Zinc-blende CdS under uniform compression and stretching, computed with Ansatz 0.2.0 using density functional theory (r2SCAN functional, PAW potentials, no spin polarisation). The plane-wave cutoff is 500 eV and the k mesh 8×8×8 for the two-atom cell. Pressure is positive when the crystal is compressed.

```tsv
volume (Å³/atom)	shortest distance (Å)	pressure (GPa)
21.151	2.395	16.590
24.266	2.507	3.010
24.697	2.522	1.770
25.392	2.545	-0.020
26.161	2.571	-1.710
28.480	2.645	-5.380
29.960	2.690	-6.920
```

The row at 25.392 Å³ per atom is practically free of pressure, and its Cd–S bonds are 2.545 Å long. Shorten every bond by 0.15 Å, as in the first row, and the crystal pushes outward with 16.6 GPa. Lengthen every bond by almost the same amount, as in the last row, and it pulls inward with only 6.9 GPa, which the table gives as a negative pressure. Nearly equal changes of length thus meet resistances that differ by a factor of 2.4.

A tempting explanation leaves the bonds themselves blameless. Suppose they are ideal springs, which resist shortening and lengthening equally. Pressure is force divided by area, and a compressed crystal has less area over which to spread its force. The same spring force then appears as a higher pressure on compression and a lower one on stretching, so that the asymmetry would be mere geometry.

This idea can be made exact. Let $V$ be the volume, $V_0$ the volume at zero pressure, and $r=(V/V_0)^{1/3}$ the length relative to equilibrium. An ideal spring has an energy quadratic in length, $E=\tfrac{9}{2}BV_0(r-1)^2$, where the bulk modulus $B$ measures the resistance to a change of volume at equilibrium. Since $V=V_0r^3$, the pressure $P=-\mathrm{d}E/\mathrm{d}V$ becomes

$$P=\frac{3B(1-r)}{r^2}.$$

The factor $1/r^2$ is the effect of the area. It does work in the right direction, but it is too weak. With $B$ set by the four rows whose lengths lie within 2 % of equilibrium, the springs give a push only 1.3 times as large as the pull when the first and last rows are compared. They underestimate the push in the first row by about a quarter and overestimate the pull in the last by about 40 %, relative to the computed pressures.

The energies of the same calculations offer a test in which area plays no part. An ideal spring stores nearly the same energy in these two rows, because their changes of length are nearly the same; the small difference between them accounts for a ratio of 1.08. The calculation gives 0.37 eV per two-atom cell for the shortening and 0.23 eV for the stretching, a ratio of 1.6. The asymmetry therefore lies in the energy of the crystal itself, and geometry only adds to it.

Theory supplies a reason for such a lopsided energy. When atoms approach, their filled electron shells overlap, and the Pauli principle makes this costly; the repulsion rises steeply over a short distance. The attraction that holds the crystal together changes more gently. Compression therefore runs into a rapidly stiffening repulsion, while stretching weakens that repulsion and, with it, the stiffness it lends to the crystal. The table contains only the balance of the two, so this division is an argument from general physics and not a reading of the numbers.

A diatomic molecule shows the same behaviour in its simplest form. Its energy curve has a steep wall at short distance and a gentle slope at long distance, and near the minimum it resembles a parabola only over a narrow range. The comparison covers the shape of the curve and no more. A molecule has one distance and no pressure, whereas in the crystal the distances to near and far neighbours all change together.

The Vinet equation puts this stiffening into the spring law with one extra factor:

$$P=\frac{3B(1-r)}{r^2}\,e^{s(1-r)}.$$

The number $s$ sets how quickly the crystal hardens on shortening and softens on stretching; $s=0$ brings back the ideal spring. The same four rows near equilibrium fix both constants, at $B\approx 60.6$ GPa and $s\approx 5.04$. With two adjustable constants a close fit to those rows is no surprise, so the real test lies in the three rows farther out, which took no part in it.

The first row, the most distant of these, can be worked out by hand. Its length is 5.9 % below equilibrium, so $1-r=0.059$ and $r^2=0.941^2\approx0.885$. The spring part is $3\times60.6\times0.059/0.885\approx12.1$ GPa. The extra factor is $e^{5.04\times0.059}\approx1.35$, which raises the result to about 16.3 GPa, within 2 % of the computed pressure. A hardening seen only close to equilibrium thus carries over to a compression several times larger.

Does this success reveal what kind of bond resists? A third explanation treats CdS as an ionic crystal, in which Coulomb attraction works against a repulsion that falls as a power of the distance. Calibrated on the same four rows, this form also predicts all three outer pressures to within 2 %. It comes closer than the Vinet equation in the first row and less close in the two stretched ones. The pressures thus rule out ideal springs but do not choose between the two lopsided curves, and a good ionic fit is no proof that the bonds are ionic. The printed results below give both predictions row by row.

For practical use, the consequence is that one bulk modulus does not serve the whole range. Between the two neighbours of the practically pressure-free row it averages about 60 GPa, but between the last two rows it is only about 30 GPa. The fitted ideal springs, which have about 63 GPa at equilibrium, would still give about 55 GPa there, so geometry explains the smaller part of the softening and the bonds the larger. These are values for a lattice at rest, without the effects of temperature or zero-point motion.

The same reasoning gives the response at a length that the table does not list. At 3 % shortening the Vinet equation gives a push of about 6.7 GPa, and at 3 % stretching a pull of about 4.4 GPa. The contrast is already plain, though milder than at the ends of the table, because the area factor and the extra factor both depart from one roughly in proportion to the change of length while that change is small. Very close to equilibrium the two responses become equal, and there the ideal spring is a fair description.

The two ends of the curve need different care when they are compared with a real piece of material. Real CdS, which usually has the closely related wurtzite structure, is known to change to the rocksalt structure at a few gigapascals, so the first row describes a zinc-blende crystal that the calculation keeps in its structure far beyond that point. On the stretched side the pull is still growing in the last row, so the table does not reach the maximum of the curve, which is the upper limit to the uniform tension that a perfect crystal could bear. A real sample, with its cracks and grain boundaries, would normally break well before that.

The analysis program printed:

```
fit of pressure on 4 rows (abs(r - 1) < 0.02): coefficient of g 63.17 +/- 1.8; rms 0.0967, worst 26.161 -0.166, leave-one-out rms 0.157
  rows outside the fit (model, value, miss): 21.151 12.63, 16.59, -3.96; 28.48 -6.863, -5.38, -1.48; 29.96 -9.638, -6.92, -2.72
fit of pressure on 4 rows (abs(r - 1) < 0.02): coefficient of g * exp(s * (1 - r)) 60.63 +/- 0.048, s 5.042; rms 0.0022, worst 24.697 -0.00368, leave-one-out rms 0.0112
  rows outside the fit (model, value, miss): 21.151 16.32, 16.59, -0.272; 28.48 -5.408, -5.38, -0.0285; 29.96 -6.947, -6.92, -0.0269
fit of pressure on 4 rows (abs(r - 1) < 0.02): coefficient of 3 * (1 / r**(s + 3) - 1 / r**4) / (s - 1) 60.6 +/- 0.055, s 6.062; rms 0.0025, worst 24.697 -0.00424, leave-one-out rms 0.0126
  rows outside the fit (model, value, miss): 21.151 16.51, 16.59, -0.0784; 28.48 -5.436, -5.38, -0.0564; 29.96 -7.024, -6.92, -0.104
Pressures in GPa and energies in eV per cell:
     row  length change %  computed    spring     Vinet     ionic  energy cost  Vinet energy
  21.151             -5.9     16.59     12.63     16.32     16.51       0.3713        0.3679
  24.266           -1.491      3.01     2.911     3.012     3.012      0.02019        0.0202
  24.697          -0.9107      1.77     1.758     1.766     1.766      0.00739      0.007394
  25.392           0.0102     -0.02  -0.01932  -0.01853  -0.01852            0     8.984e-07
  26.161             1.01     -1.71    -1.876    -1.711    -1.711       0.0085      0.008522
   28.48             3.91     -5.38    -6.863    -5.408    -5.436       0.1156         0.116
   29.96             5.68     -6.92    -9.638    -6.947    -7.024         0.23         0.231
Ratio of push in first row to pull in last row, computed: 2.397
The same ratio for ideal springs: 1.31
Ratio of energy cost, first row to last row, computed: 1.614
The same energy ratio for ideal springs: 1.079
Mean bulk modulus between rows 24.697 and 26.161 in GPa: 60.45
Mean bulk modulus between the last two rows in GPa: 30.4
The same between the last two rows for ideal springs in GPa: 54.78
```
